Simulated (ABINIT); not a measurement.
Runs of ABINIT 10.8.3 (patched build) on MnSb. The structure is hexagonal, space group P6_3/mmc (No. 194). Conventional cell: a = 4.150 Å, b = 4.150 Å, c = 5.780 Å, α = 90.00°, β = 90.00°, γ = 120.00°. Around Sb (site symmetry -6m2) lie 6 Mn at 2.80 Å. Mn (site symmetry -3m) has 6 Sb at 2.80 Å and 2 Mn at 2.89 Å as nearest neighbours. 

| level | potentials or basis | k mesh | gap on the mesh (eV) | moment (μB) |
| --- | --- | --- | --- | --- |
| PBE | JTH PAW PBE v2.0 | 3 × 3 × 2 | none | 6.44 |
| LDA | JTH PAW LDA v2.0 | 3 × 3 × 2 | none | (a) |
| PBEsol | JTH PAW PBE v2.0 | 3 × 3 × 2 | none | (b) |
| LDA | JTH PAW LDA v2.0 | 4 × 4 × 3 | none | 6.43 |
| PBE | JTH PAW PBE v2.0 | 4 × 4 × 3 | none | 6.60 |

Alike in all rows: task single point; spin collinear, ferromagnetic start; cell as given; cutoff (eV) 463; smearing fermi-dirac 0.05 eV; the mesh is coarse, so values aren't converged.

Task: Fill in the values left out.

Result: (a) 6.14; (b) 6.41.

Caveats: all runs use coarse meshes; only a ferromagnetic start was run, and an antiferromagnetic order may lie lower in energy.

A k mesh can miss the band edges, and the runs leave out spin-orbit coupling on Sb.

A gap of «none» marks a metal or a gap under the smearing width.
